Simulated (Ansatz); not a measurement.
# Bands of YN

```
Y N
1.0
     0.00000    2.45268    2.45268
     2.45268    0.00000    2.45268
     2.45268    2.45268    0.00000
Y N
1 1
Direct
  0.00000 0.00000 0.00000
  0.50000 0.50000 0.50000
```

Atom numbers follow the list: Y1, N2.

Conventional cell: a = 4.905 Å, b = 4.905 Å, c = 4.905 Å, α = 90.00°, β = 90.00°, γ = 90.00°. Y (atom 1) has 6 N at 2.45 Å as nearest neighbours. N (atom 2) is surrounded by 6 Y at 2.45 Å.

The structure comes from a relaxation in the same program, started in the rocksalt type, and has space group Fm-3m. Whether it is a known phase or the ground state wasn't checked.

The calculation used DFT, PBE, all-electron LAPW, Dirac equation with spin-orbit coupling in Ansatz 0.2.0.

Settings: a Γ-centred 15×15×15 k mesh, Fermi–Dirac smearing of 0.03 eV, basis error target 0.25 meV/atom, no spin polarisation.

Points in fractions of the reciprocal vectors of this cell: Γ (0, 0, 0), X (0.5, 0, 0.5), U (0.625, 0.25, 0.625), K (0.375, 0.375, 0.75), L (0.5, 0.5, 0.5), W (0.5, 0.25, 0.75). The path joins them by straight lines in the order Γ–X–U–K–Γ–L–W–X; legs that retrace an earlier one aren't tabulated. Energies are in eV from the top of the valence band.

(1) Is there a gap, and where are the band edges?

(2) List the levels between -14 and 4 eV at the symmetry points.

Answers

(1) 0.19 eV, indirect from Γ to X (0.5, 0, 0.5) (so small a gap may close at points that the mesh and path miss).

(2) 
Γ: -12.88 (×2), -0.06 (×2), 0.00 (×4), 3.09 (×4), 3.15 (×2)
X: -12.46 (×2), -1.54 (×2), -0.46 (×2), -0.37 (×2), 0.19 (×2)
U: -12.02 (×2), -2.20 (×2), -1.62 (×2), -1.31 (×2), 2.43 (×2)
K: -12.02 (×2), -2.20 (×2), -1.62 (×2), -1.31 (×2), 2.43 (×2)
L: -11.18 (×2), -4.05 (×2), -2.24 (×4)
W: -11.99 (×2), -2.14 (×2), -1.63 (×2), -1.50 (×2), 3.95 (×2), 3.98 (×2)
